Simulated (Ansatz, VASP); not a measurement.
# Two plane-wave programs on Si

Contents of INCAR:

```
PREC = Accurate ; ENCUT = 520
EDIFF = 1E-6 ; ISMEAR = 0
SIGMA = 0.05 ; LREAL = F
LASPH = T ; NELM = 100
ALGO = Normal ; ISIF = 2
LWAVE = F ; LCHARG = F
GGA = PE ; NBANDS = 11
```

The input KPOINTS:

```
Automatic mesh
0
Gamma
  10 10 10
```

POSCAR

```
Si
1.0
    0.0000000000      2.8360882736      2.5428367461
    2.8360882736      0.0000000000      2.5428367461
    2.8360882736      2.8360882736      0.0000000000
Si
2
Direct
    0.5000000000      0.5000000000      0.5000000000
    0.7500000000      0.7500000000      0.7500000000
```

Input for Ansatz:

```yaml
crystal:
  lattice:
    - [0.0, 2.8360882736, 2.5428367461]
    - [2.8360882736, 0.0, 2.5428367461]
    - [2.8360882736, 2.8360882736, 0.0]
  atoms:
    - { symbol: Si, position: [0.5, 0.5, 0.5] }
    - { symbol: Si, position: [0.75, 0.75, 0.75] }
basis:
  ecutwfc: 420
kpoints:
  mp_grid: { grid: [10, 10, 10] }
hamiltonian:
  xc: pbe
  pseudopotentials: { kind: paw, azcp: { folder: soft_1 } }
scf:
  occupations: { method: gaussian, width: 0.05 }
output:
  forces: true
  stress: true
  eigenvalues: true
```

Alike in both runs: task single point; functional PBE; k mesh 10 × 10 × 10; occupations gaussian, width 0.05 eV; no spin polarisation.

```csv
,VASP,Ansatz
version,VASP 6.6.1,Ansatz 0.2.0
potentials or method,"VASP PAW PBE potentials, release 64 (Si)","scalar-relativistic, plane waves, PAW"
plane-wave cutoff (eV),520,420
valence electrons in the cell,8,8
```

Ansatz gave:

```
gap on the k mesh at the Fermi level (eV)       : none
pressure (GPa)                                  : -0.4
largest component of the traceless stress (GPa) : 5.63
```

Q: Which values does VASP return?

A: gap on the k mesh at the Fermi level (eV): none; pressure (GPa): -0.4; largest component of the traceless stress (GPa): 5.65.

A gap of «none» marks a metal or a gap that the smearing closes.
